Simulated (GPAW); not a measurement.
# A GW chain in GPAW: SiC (P6_3mc), part 2 of 2

How does a plane-wave GW calculation on SiC (P6_3mc) run from the first input to the gap?

GPAW 26.7.0; PBE and many-body steps on it, plane waves. Known limits of the many-body steps: not at the basis limit; coarse k mesh.

So far. Step 2 (Ground state): The gap is indirect, with the least direct gap 1.07 eV higher. Step 3 (Bands along the symmetry lines): The gap is 2.013 eV, −0.091 eV from the run before at this level.

## (4) Empty states on the mesh, 3×3×1 mesh, 157 bands

Level of this step: DFT, PBE, plane waves, PAW (GPAW).

The sums over transitions need many empty states on a uniform mesh; this step solves for them.

File run.py:

```python
import json
import numpy as np
from gpaw.mpi import world
from gpaw import GPAW

calc = GPAW('gs.gpw').fixed_density(kpts={'size': (3, 3, 1), 'gamma': True},
    nbands=183,
    convergence={'bands': 157},
    txt='nscf.txt')
calc.write('full.gpw', mode='all')
res = {}
kpts = calc.get_ibz_k_points()
res['kpts'] = kpts
res['eigenvalues'] = [calc.get_eigenvalues(kpt=k) for k in range(len(kpts))]
res['n_electrons'] = calc.get_number_of_electrons()

if world.rank == 0:
    with open('result.json', 'w') as f:
        json.dump(res, f, default=lambda x: x.tolist())
```

The run is started by

```sh
$ mpirun -n 4 gpaw python run.py
```

Numbers of over 12 decimals in the logs are rounded to 6 here.

Output:

```text
Diagonalizing LCAO Hamiltonian
Converting LCAO to pw mode
convergence criteria:
- Maximum integral of absolute [eigenst]ate change: 4e-08 eV^2 / valence electron
maximum number of iterations: 100

SCF iterations
|iter     |     time |      energy | eigst |  dens |
|iter:   1|  |             | +4.02 |       |
|iter:   2|  |             | +2.82 |       |
|iter:   3|  |             | +1.78 |       |
[...]
|iter:  17|  |             | -7.01 |       |
|iter:  18|  |             | -7.33 |       |
|iter:  19|  |             | -7.51c|       |
SCF steps: 19
  __  _  _
 | _ |_)|_||  |
 |__||  | ||/\| - 26.7.0

Input parameters:
  mode=PW(ecut=600.0),
  convergence={'bands': 157},
  gpts=array([18, 18, 90]),
  kpts=MonkhorstPack(size=(3, 3, 1), gamma=True),
  maxiter=100,
  nbands=183,
  occupations=Occupations(name='fermi-dirac', width=0.001, fixmagmom=False),
  parallel={},
  xc=XC(name='PBE')
# Writing to full.gpw (mode='all')
  [... matrices ...]

timing:  # [seconds]
  Total: 0.058  # ━━━━━━━━━━━━━━━━━━━━━━━━━━━━━━━━━━━━━━━━━━━━━━━━━━━━━━━━━━━
```

It took 26 s on 4 MPI ranks of Arm Neoverse V2, shared host; peak memory 0.77 GiB.

Numbers from this step:

| Property | Result |
| --- | --- |
| gap | 2.821 eV |
| k of the valence top | 0, 0, 0 |
| k of the conduction bottom | 0.3333, 0, 0 |
| least direct gap | 3.646 eV |
| k points computed | 3 |
| lowest point of the top converged band, above the valence top | 48.01 eV |

On this mesh the gap is 2.821 eV. The earlier step found 2.104 eV, so this mesh misses an edge.

## (5) Screening and self-energy, 3×3×1 mesh, 147 bands, screening to 65 eV

G0W0 replaces the xc potential by the self-energy, built once from these orbitals. Only a window of levels is corrected, while the sums run over the empty bands that the input names.

This step: G0W0 on PBE, plane waves, PAW.

File run.py:

```python
import json
import numpy as np
from gpaw.mpi import world
from gpaw.response.g0w0 import G0W0

gw = G0W0('full.gpw',
    filename='gw',
    kpts=[0, 1],
    bands=(22, 26),
    ecut=65,
    nbands=147,
    integrate_gamma='WS',
    ppa=True)
gw.calculate()
res = {mode: {k: v for k, v in r.items() if k != 'sigma_eskwn'}
       for mode, r in gw.all_results.items()}

if world.rank == 0:
    with open('result.json', 'w') as f:
        json.dump(res, f, default=lambda x: x.tolist())
```

The run is started by

```sh
$ mpirun -n 4 gpaw python run.py
```

Output:

```text
Using integrator: PointIntegrator
FrequencyGridDescriptor(from 0.000+0.000j to 0.000+27.211j eV, 2 points)
Nonperiodic BCs:  [False False False]
Using integrator: PointIntegrator
FrequencyGridDescriptor(from 0.000+0.000j to 0.000+27.211j eV, 2 points)
Nonperiodic BCs:  [False False False]
  ___  _ _ _
 |   || | | |
 | | || | | |
 |__ ||_____|
 |___|

BZ k-points: Symmetries present (total): 6

  [... matrices ...]
9 k-points: 3 x 3 x 1 Monkhorst-Pack grid
3 k-points in the irreducible part of the Brillouin zone
       k-points in crystal coordinates                weights
   0:     0.00000000    0.00000000    0.00000000          1/9
   1:     0.33333333    0.00000000    0.00000000          6/9
   2:     0.33333333    0.33333333    0.00000000          2/9

Distributing spins, k-points and bands (1 x 2 x 4) over 4 processes
Number of blocks: 1

Quasi particle states:
k-points (IBZ indices): [0, 1]
Band range: (22, 26)
  [... matrices ...]
Computational parameters:
Plane wave cut-off: 65 eV
Number of bands: 147
Coulomb cutoff: None
Broadening: 0.1 eV

fxc modes: GW
Kernel: RPA
Using Godby-Needs plasmon-pole approximation:
  Fitting energy: i*E0, E0 = 1.000 Hartree
Summing all q:

Calculating screened Coulomb potential
No Coulomb truncation
FrequencyGridDescriptor(from 0.000+0.000j to 0.000+27.211j eV, 2 points)
Removing empty qpoint cache files...

Calculating chi0 body with:
    Ground state adapter containing:
    Number of spins: 1
    Number of kpoints: 9
    Number of irreducible kpoints: 3
    Number of completely occupied states: 24
    Number of partially occupied states: 24
    Occupied states memory: 10.6787109375 M / cpu

    Linear response parametrization:
    q_c: [0.0, 0.0, 0.0]
    Number of frequency points: 2
    Planewave cutoff: 65.0
    Number of bands: 147
    Number of planewaves: 139
    Broadening (eta): 1e-06
    comm.size: 4
    kncomm.size: 4
    blockcomm.size: 1

    Memory estimate of potentially large arrays:
        chi0_wGG: 0.589630 M / cpu
Integrating chi0 body.

Symmetries of q_c:
    Direct symmetries (Uq -> q): 6
    Indirect symmetries (TUq -> q): 6
In total 12 allowed symmetries.

  [... matrices ...]
3 groups of equivalent kpoints. 66.666667% reduction.

Integral kind: response function
Integrating chi0 head and wings.

Symmetries of q_c:
    Direct symmetries (Uq -> q): 6
    Indirect symmetries (TUq -> q): 6
In total 12 allowed symmetries.

  [... matrices ...]
3 groups of equivalent kpoints. 66.666667% reduction.

Integral kind: response function wings

Calculating chi0 body with:
    Ground state adapter containing:
    Number of spins: 1
    Number of kpoints: 9
    Number of irreducible kpoints: 3
    Number of completely occupied states: 24
    Number of partially occupied states: 24
    Occupied states memory: 10.6787109375 M / cpu

[... the further q-points ...]

Results:
f:      Occupation numbers
eps:     KS-eigenvalues [eV]
vxc:     KS vxc [eV]
exx:     Exact exchange [eV]
sigma:   Self-energies [eV]
dsigma:  Self-energy derivatives
Z:       Renormalization factors
qp:      QP-energies [eV]

k-point 0 (0): (0.000, 0.000, 0.000)                GW
band       f     eps     vxc     exx   sigma  dsigma       Z      qp
                                                                   GW
  22   1.000   8.331 -15.771 -18.693   2.963  -0.244   0.804   8.365
  23   1.000   8.331 -15.771 -18.693   2.964  -0.244   0.804   8.365
  24   0.000  13.539 -14.489  -8.813  -4.400  -0.226   0.816  14.580
  25   0.000  13.711 -14.442  -8.720  -4.441  -0.227   0.815  14.755

k-point 1 (1): (0.333, 0.000, 0.000)                GW
band       f     eps     vxc     exx   sigma  dsigma       Z      qp
                                                                   GW
  22   1.000   7.247 -15.471 -18.344   2.824  -0.244   0.804   7.208
  23   1.000   7.506 -15.692 -18.851   3.071  -0.247   0.802   7.436
  24   0.000  11.153 -12.018  -7.216  -3.947  -0.212   0.825  11.858
  25   0.000  11.239 -11.765  -6.926  -3.986  -0.212   0.825  11.942
```

The job ended after 15 s (4 MPI ranks; peak memory 1.4 GiB).

Numbers from this step:

| Quantity | Value |
| --- | --- |
| G0W0 gap on the points computed | 3.493 eV |
| least direct G0W0 gap on the computed points | 4.422 eV |
| Z at the valence top | 0.8042 |
| Z at the conduction bottom | 0.8249 |
| starting gap on the mesh | 2.821 eV |
| k of the valence top | 0, 0, 0 |
| k of the conduction bottom | 0.3333, 0, 0 |

The gap on the mesh goes from 2.82 eV to 3.49 eV, a correction of +0.67 eV. The start differs from the 2.10 eV found before because the two sample other k points.

Limits: finite bands, cutoff and mesh; coarse k mesh. v1 is the top filled band, c1 the lowest empty one. Levels before and after the correction, in eV, zero at the valence-band top of each column:

|  | conduction bottom | valence top |
| --- | --- | --- |
| Kohn-Sham | 2.82 | 0.00 |
| G0W0 | 3.49 | 0.00 |

|  | level | energy (eV) |
| --- | --- | --- |
| Kohn-Sham | Γ v2-v1 | 0.000 |
| Kohn-Sham | Γ c1 | 5.207 |
| Kohn-Sham | Γ c2 | 5.380 |
| Kohn-Sham | (0.333 0 0) v2 | -1.084 |
| Kohn-Sham | (0.333 0 0) v1 | -0.825 |
| Kohn-Sham | (0.333 0 0) c1 | 2.821 |
| Kohn-Sham | (0.333 0 0) c2 | 2.907 |
| G0W0 | Γ v2-v1 | 0.000 |
| G0W0 | Γ c1 | 6.214 |
| G0W0 | Γ c2 | 6.389 |
| G0W0 | (0.333 0 0) v2 | -1.157 |
| G0W0 | (0.333 0 0) v1 | -0.930 |
| G0W0 | (0.333 0 0) c1 | 3.493 |
| G0W0 | (0.333 0 0) c2 | 3.577 |

## (6) Where the time went

Times are wall times on 4 MPI ranks of Arm Neoverse V2, shared host, good to a factor of about two.

| step | time | share | memory (GiB) |
| --- | --- | --- | --- |
| ground state | 86 s | 39 % | 0.92 |
| bands along the symmetry lines | 94 s | 43 % | 1.2 |
| empty states on the mesh | 26 s | 12 % | 0.77 |
| screening and self-energy | 15 s | 7 % | 1.4 |

## (7) Outcome

| Property | Result |
| --- | --- |
| PBE gap | 2.01 eV, indirect |
| G0W0 gap on the mesh | 3.49 eV |
| G0W0 gap over the zone (rigid shift) | 2.68 eV |
| GW settings | 3×3×1 mesh, 147 bands, screening to 65 eV, Godby-Needs plasmon pole |
| known limits | not at the basis limit; coarse k mesh |

What this shows: G0W0 moves the gap on the mesh from 2.82 eV to 3.49 eV (+0.67 eV), with Z of 0.80 and 0.82 at the edges. The mesh misses the band edges by 0.81 eV in all; a rigid shift gives 2.68 eV for the zone. Only 2 of the mesh's irreducible points were corrected, so a valley elsewhere could overtake. Against experiment, by G0W0@PBE: the gap of 2.68 eV lies −0.34 eV from the measured 3.02 eV (kind not stated, quoted 2020); the gap of 2.68 eV lies −0.32 eV from the measured 3 eV (optical, 2017); the gap of 2.68 eV lies −0.35 eV from the measured 3.03 eV (indirect, quoted 2018). An exciton line or allowed optical edge lies below the quasiparticle gap by the binding energy; a forbidden edge can push the onset above it. The calculation has static nuclei and no excitons; a measured gap holds zero-point and thermal motion, which mostly lowers it. Bands and cutoff are finite, so the gap is not at the basis limit. The miss can reach some tenths of an eV and take either sign; the mesh is an error of its own. These stock PAW sets were not made for GW. In the G0W0 run levels were corrected at 2 k points alone, so a gap called «on the mesh» is the least over those, and an edge elsewhere would be missed. A denser mesh or path gives a starting gap of 2.01 eV: the GW mesh misses a band edge, so its gaps are not the fundamental one. The 3×3×1 mesh is coarse for this cell, which bears on the long-range parts of exchange and screening.

[Paths, hosts, dates, memory and timing lines, banners, echoed tables and standing remarks are left out of the program output.]

[Logs are printed without paths, hosts, clocks, repeated set-up lines and the standing remarks that a program may print on its own settings, such as how far it seeks lower states.]

[Runs of the session that timed out or met a known fault of the program may be left out.]

[Hosts, paths, dates, database ids (printed as entryN), source tags and the programs' standing remarks are cut or masked in the printed files.]
